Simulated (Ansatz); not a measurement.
Reactions of C$_{8}$H$_{18}$ (`CC(C)CCC(C)C`).

Program: Ansatz. Geometries: PBE0-D4/def2-TZVP. ΔE: electronic, gas phase. CBS: MP2 limit from def2 TZ/QZ plus the TZ coupled-cluster correction, frozen cores. This one scheme is used for every species. Functionals use def2-TZVPP. def2 core potentials past Kr. For Ge, In, Zr outer-core shells are correlated without core-valence functions, which leaves a few kJ/mol of doubt a bond. Scalar relativity is left out up to krypton. Each species was taken in one conformer, which may not be the lowest.

| reaction | ωB97M-V (kJ/mol) | CCSD/CBS(def2) (kJ/mol) | PBE0-D4 (kJ/mol) | HF/CBS(def2) (kJ/mol) | CCSD(T)/CBS(def2) (kJ/mol) |
| --- | --- | --- | --- | --- | --- |
| `CC(C)CCC(C)C` → `CCCCC(C)(C)C` | -2 | -2 | -1 | 2 | -3 |
| `CC(C)CCC(C)C` + H₂ → `CCCCC(C)C` + CH₄ | -65 | -67 | -67 | -90 | -62 |
| `CC(C)CCC(C)C` + `[BH2][GeH2][OH]` → `[BH2][GeH2][O]C` + `CCCCC(C)C` | 56 | 58 | 55 | 41 | 59 |
| `CC(C)CCC(C)C` + HCl → `CC(C)CCl` + `CC(C)C` | 11 | 13 | 10 | -1 | 14 |
| `CC(C)CCC(C)C` + `[OH][Zr]([OH])([OH])[Cl]` → `CC(C)[O][Zr]([OH])([OH])[Cl]` + `CCC(C)C` | 18 | 19 | 15 | 4 | 18 |
| `CC(C)CCC(C)C` + H₂S → `CC(C)CCS` + `CCC` | 13 | 14 | 9 | 6 | 15 |
| `CC(C)CCC(C)C` + `[NH2][AlH][Cl]` → `CC(C)[NH][AlH][Cl]` + `CCC(C)C` | 28 | 29 | 25 | 20 | 29 |
| `CC(C)CCC(C)C` + `C[O][In]([OH])[SH]` → `C[O][In]([SH])[O]C(C)C` + `CCC(C)C` | 29 | 32 | 29 | 25 | 30 |

Largest T1 diagnostic: 0.016, for `[OH][Zr]([OH])([OH])[Cl]`.
